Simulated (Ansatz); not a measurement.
## Two structures of NaCl under several functionals

Plane-wave DFT in Ansatz with scalar-relativistic PAW potentials (420 eV, r2SCAN 500 eV). Each structure was relaxed within its symmetry at each level.
A. Pm-3m, 2 atoms in the computed cell, a = 3.460 Å; sites (symmetry × multiplicity) Na m-3m × 1, Cl m-3m × 1
B. Fm-3m, 2 atoms in the computed cell, a = 5.608 Å; sites (symmetry × multiplicity) Na m-3m × 4, Cl m-3m × 4
(cells at r2SCAN)

Task: Does the choice of functional change which is lower?

Result:
| level | E(B) − E(A) (meV/atom) | V(A) (Å³/atom) | V(B) (Å³/atom) |
| --- | --- | --- | --- |
| r2SCAN | -160 | 20.70 | 22.05 |
| PBE | -155 | 21.53 | 23.06 |
| PBEsol | -135 | 20.48 | 21.98 |

No: at every level B is lower; the difference varies by 25 meV/atom between levels. Functionals that bind more strongly (LDA, PBEsol, a dispersion term) tend to favour the denser structure.